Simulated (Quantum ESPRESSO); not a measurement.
# Ge (Fd-3m) in Quantum ESPRESSO: settings compared, part 3 of 3

Quantum ESPRESSO 7.5.

**4. Phonons, vdW-DF-cx**

Contents of pw.in:

```
&CONTROL
  calculation = 'scf'
  prefix = 'pwscf'
  outdir = './tmp'
  pseudo_dir = './pseudo'
  tprnfor = .true.
  tstress = .true.
  disk_io = 'low'
/
&SYSTEM
  ibrav = 0
  nat = 2
  ntyp = 1
  ecutwfc = 78
  nbnd = 21
  input_dft = 'vdw-df-cx'
  occupations = 'smearing'
  smearing = 'mv'
  degauss = 0.00999582
/
&ELECTRONS
  conv_thr = 4d-10
  electron_maxstep = 120
  mixing_beta = 0.5
/
ATOMIC_SPECIES
Ge    72.6300 Ge.upf
CELL_PARAMETERS angstrom
   0.0000000000    2.8289100000    2.8289100000
   2.8289100000    0.0000000000    2.8289100000
   2.8289100000    2.8289100000    0.0000000000
ATOMIC_POSITIONS crystal
Ge     0.7500000000    0.7500000000    0.7500000000
Ge     0.5000000000    0.5000000000    0.5000000000
K_POINTS automatic
8 8 8 0 0 0
```

Contents of scf2.in:

```
&CONTROL
  calculation = 'scf'
  prefix = 'pwscf'
  outdir = './tmp'
  pseudo_dir = './pseudo'
  tprnfor = .true.
  tstress = .true.
  disk_io = 'low'
/
&SYSTEM
  ibrav = 0
  nat = 2
  ntyp = 1
  ecutwfc = 78
  nbnd = 21
  input_dft = 'vdw-df-cx'
  occupations = 'smearing'
  smearing = 'mv'
  degauss = 0.00999582
/
&ELECTRONS
  conv_thr = 1d-13
  electron_maxstep = 120
  mixing_beta = 0.5
  startingpot = 'file'
  startingwfc = 'file'
/
ATOMIC_SPECIES
Ge    72.6300 Ge.upf
CELL_PARAMETERS angstrom
   0.0000000000    2.8289100000    2.8289100000
   2.8289100000    0.0000000000    2.8289100000
   2.8289100000    2.8289100000    0.0000000000
ATOMIC_POSITIONS crystal
Ge     0.7500000000    0.7500000000    0.7500000000
Ge     0.5000000000    0.5000000000    0.5000000000
K_POINTS automatic
8 8 8 0 0 0
```

Contents of ph.in:

```
phonons of Ge
&INPUTPH
  prefix = 'pwscf'
  outdir = './tmp'
  tr2_ph = 1d-16
  fildyn = 'dyn'
  niter_ph = 60
  alpha_mix(1) = 0.4
/
0.0000000000 0.0000000000 0.0000000000
```

Contents of dynmat.in:

```
&INPUT
  fildyn = 'dyn'
  asr = 'crystal'
  filout = 'dynmat.disp'
  fileig = 'dynmat.eig'
/
```

Potentials or basis: PseudoDojo 0.4.1 SR PBE standard.

Launch:

```sh
$ OMP_NUM_THREADS=1 pw.x -in pw.in > pw.out
$ OMP_NUM_THREADS=1 pw.x -in scf2.in > scf2.out
$ OMP_NUM_THREADS=1 ph.x -in ph.in > ph.out
$ OMP_NUM_THREADS=1 dynmat.x -in dynmat.in > dynmat.out
```

pw.out:

```text
This program is part of the open-source Quantum ESPRESSO suite
     for quantum simulation of materials; please cite
         "P. Giannozzi et al., J. Phys.:Condens. Matter 21 395502 (2009);
         "P. Giannozzi et al., J. Phys.:Condens. Matter 29 465901 (2017);
         "P. Giannozzi et al., J. Chem. Phys. 152 154105 (2020);
     in publications or presentations arising from this work. More details at

     IMPORTANT: XC functional enforced from input :
     Exchange-correlation= VDW-DF-CX
                           (   1   4  27   0   1   0   0)
     Any further DFT definition will be discarded
     Please, verify this is what you really want

     Message from routine setup:
     using ibrav=0 with symmetry is DISCOURAGED, use correct ibrav instead

     G-vector sticks info
     --------------------
     sticks:   dense  smooth     PW     G-vecs:    dense   smooth      PW
     Sum        1237    1237    361                28475    28475    4573

     Using Slab Decomposition

     bravais-lattice index     =            0
     lattice parameter (alat)  =       7.5602  a.u.
     unit-cell volume          =     305.5512 (a.u.)^3
[... 367 lines left out ...]

   -15.3250 -15.3250 -15.1811 -15.1811 -15.1315 -15.1315 -15.0987 -15.0987
   -14.9575 -14.9575   0.6008   0.6008   5.5158   5.5158  13.7135  13.7135
    14.1377  14.1377  20.4208  20.4208  22.4086

     the Fermi energy is     9.4526 ev

!    total energy              =    -356.59113520 Ry
     estimated scf accuracy    <          5.1E-11 Ry
     smearing contrib. (-TS)   =      -0.00001780 Ry
     internal energy E=F+TS    =    -356.59111739 Ry

     The total energy is F=E-TS. E is the sum of the following terms:
     one-electron contribution =    -182.95034841 Ry
     hartree contribution      =     110.38237561 Ry
     xc contribution           =     -86.52238639 Ry
     ewald contribution        =    -197.50075820 Ry

     convergence has been achieved in  10 iterations

     Forces acting on atoms (cartesian axes, Ry/au):

     atom    1 type  1   force =    -0.00000000    0.00000000   -0.00000000
     atom    2 type  1   force =     0.00000000   -0.00000000    0.00000000

     Total force =     0.000000     Total SCF correction =     0.000000

     Computing stress (Cartesian axis) and pressure

          total   stress  (Ry/bohr**3)                   (kbar)     P=        8.38
   0.00005696  -0.00000000   0.00000000            8.38       -0.00        0.00
  -0.00000000   0.00005696  -0.00000000           -0.00        8.38       -0.00
   0.00000000  -0.00000000   0.00005696            0.00       -0.00        8.38

=------------------------------------------------------------------------------=
   JOB DONE.
=------------------------------------------------------------------------------=
```

ph.out:

```text
This program is part of the open-source Quantum ESPRESSO suite
     for quantum simulation of materials; please cite
         "P. Giannozzi et al., J. Phys.:Condens. Matter 21 395502 (2009);
         "P. Giannozzi et al., J. Phys.:Condens. Matter 29 465901 (2017);
         "P. Giannozzi et al., J. Chem. Phys. 152 154105 (2020);
     in publications or presentations arising from this work. More details at

     IMPORTANT: XC functional enforced from input :
[... 312 lines left out ...]
     freq (   4-   6) =        283.1  [cm-1]   --> T_2g G_25' G_5+ R

     INITIALIZATION:

     DYNAMICAL MATRIX:

      Additional routines

=------------------------------------------------------------------------------=
   JOB DONE.
=------------------------------------------------------------------------------=
```

It took 18 min on 1 thread of Arm Neoverse V1, shared host; peak memory 0.28 GiB.

What came out:

- Free energy: -4851.6696 eV
- Pressure after relaxing: 0.8 GPa
- Band gap on the k mesh: none (metal or under the smearing width)
- Highest phonon frequency at Γ: 283 cm⁻¹

Phonon frequencies in cm⁻¹ (negative: imaginary):
```
              q point           frequencies
(0.000, 0.000, 0.000)  29 29 29 283 283 283
```

Optical modes at Γ, degenerate ones joined:
| cm⁻¹ | components | symmetry | active in |
| --- | --- | --- | --- |
| 283 | 3 | T2g | Raman |

Caveat: the potentials were made for another functional, which shifts forces and pressure; before the sum rule the acoustic modes lie tens of cm⁻¹ from zero, a sign that the density grid also shifts the optical modes; this crystal is a semiconductor, whose small gap the functional closes, so the metal is an error of the method.

**5. Overview**

| level | potentials or basis | cutoff (eV) | smearing | form of the LDA correlation | gap on the mesh (eV) | pressure (GPa) |
| --- | --- | --- | --- | --- | --- | --- |
| PBE | SG15 PBE 1.2 | 952 | cold 0.2 eV | - | none | 0.0 |
| LDA | GBRV 1.5 LDA | 612 | gaussian 0.272 eV | PZ81 | none | 0.0 |
| vdW-DF-cx | PseudoDojo 0.4.1 SR PBE standard | 1061 | cold 0.136 eV | - | none | 0.8 |

Alike in all rows: task phonons; no spin polarisation; cell relaxed; k mesh 8 × 8 × 8.

Caveats: this crystal is a semiconductor, whose small gap the functional closes, so the metal is an error of the method; the potentials were made for another functional, which shifts forces and pressure (some runs); before the sum rule the acoustic modes lie tens of cm⁻¹ from zero, a sign that the density grid also shifts the optical modes (some runs).

Absolute energies hang on the potentials; compare differences alone.

**6. How close it comes**

Step 2. Measured gap of Ge: 0.807 eV (direct; 300 K; “Electronic and optical properties of SixGe1-x-ySny alloys lattice-matched to Ge”, 2021, arxiv:2109.02782). This calculation gives 0.00 eV (-0.81 eV). 3 values of this kind are on record (0.666 to 0.807 eV); this one was drawn at random among those near their median. Spin-orbit coupling on Ge is left out. The value is that of PBE on a finite k mesh, which can miss the band edges, without temperature or zero-point motion. Semilocal functionals fall short of measured gaps as a rule.

Step 3. Against the measured gap of Ge, 0.666 eV (indirect; 293 K; “Electronic and optical properties of SixGe1-x-ySny alloys lattice-matched to Ge”, 2021, arxiv:2109.02782), the calculated 0.00 eV is off by -0.67 eV. 3 values of this kind are on record (0.666 to 0.807 eV); this one was drawn at random among those near their median. Spin-orbit coupling on Ge is left out. The value is that of LDA on a finite k mesh, which can miss the band edges, without temperature or zero-point motion. Semilocal functionals fall short of measured gaps as a rule.

Step 4. A measured gap of Ge is 0.666 eV (indirect; 293 K; “Electronic and optical properties of SixGe1-x-ySny alloys lattice-matched to Ge”, 2021, arxiv:2109.02782); the calculated 0.00 eV misses it by -0.67 eV. 3 values of this kind are on record (0.666 to 0.807 eV); this one was drawn at random among those near their median. Spin-orbit coupling on Ge is left out. The value is that of vdW-DF-cx on a finite k mesh, which can miss the band edges, without temperature or zero-point motion.
